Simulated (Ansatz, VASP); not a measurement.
**Two plane-wave programs on Ta**

```
CELL_PARAMETERS angstrom
2.94513 0.00000 0.00000
-1.47256 2.55056 0.00000
0.00000 0.00000 4.80940
ATOMIC_POSITIONS crystal
Ta 0.33333 0.66667 0.25000
Ta 0.66667 0.33333 0.75000
```

The cell was built by a generator and needn't be a form met in nature.

Alike in both runs: task relaxation of cell and atoms; functional BLYP; k mesh 12 × 12 × 7; occupations fermi-dirac, width 0.1 eV; no spin polarisation.

|  | VASP | Ansatz |
| --- | --- | --- |
| version | VASP 6.6.1 | Ansatz 0.2.0 |
| potentials or method | VASP PAW PBE potentials, release 64 (Ta_pv) | plane waves (420 eV) with PAW, scalar-relativistic |
| plane-wave cutoff (eV) | 600 | 420 |
| valence electrons in the cell | 22 | 26 |

|  | VASP | Ansatz | Ansatz less VASP |
| --- | --- | --- | --- |
| relaxed volume (Å³/atom) | 19.45 | 19.36 | -0.093 |
| relaxed cell length with the largest relative difference (Å) | 5.263 | 5.252 | -0.0111 |
| energy change over the relaxation (meV/atom) | -111 | -103 | +8.0 |

The two sets of potentials don't hold the same shells in valence.

Caveats: the PAW data sets were made with another functional, which shifts forces and pressure a little (VASP). Spin-orbit coupling is left out, which matters for the levels of Ta.
